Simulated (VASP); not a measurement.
Here is a VASP 6.6.1 calculation.

Contents of INCAR:

```
PREC = Accurate
ENCUT = 520
EDIFF = 1E-7
ISMEAR = 1
SIGMA = 0.1
LREAL = F
LASPH = T
NELM = 100
ALGO = Normal
ISIF = 2
LWAVE = F
LCHARG = T
LDIPOL = T
IDIPOL = 3
DIPOL = 0.5 0.5 0.500
GGA = PE
LELF = T
LVHAR = T
LVACPOTAV = T
```

Contents of KPOINTS:

```
Automatic mesh
0
Gamma
  12 12 1
```

The input POSCAR:

```
W                                       
1.0
    2.8655568500      0.0000000000      0.0000000000
   -0.9551856200      2.7016728600      0.0000000000
    0.0000000000      0.0000000000     28.2800156200
  W             
     4
Direct
     0.1666669999999968    0.8333330000000032    0.3873919745842717
     0.6666669999999968    0.3333330000000032    0.4608464322976991
     0.1666669999999968    0.8333330000000032    0.5391571377022979
     0.6666669999999968    0.3333330000000032    0.6126080254157283
```

Potentials or basis: VASP PAW PBE potentials, release 64 (W_sv).

Launch:

```bash
$ cat potpaw_PBE.64/W_sv/POTCAR > POTCAR
$ mpirun -np 1 vasp_std > vasp.out
```

Task: Predict the work function of the upper face.

Result: 4.66 eV.

Task: Estimate the work function of the lower face.

Result: 4.68 eV.

Task: Predict the band gap on the k mesh.

Result: None (metal or under the smearing width).

Forces in eV/Å, atoms in the order of the input:
```
W    0.000  0.000 -0.003
W    0.000  0.000  0.004
W    0.000  0.000 -0.004
W    0.000  0.000  0.003
```

Spin-orbit coupling is left out, which matters for the levels of W.
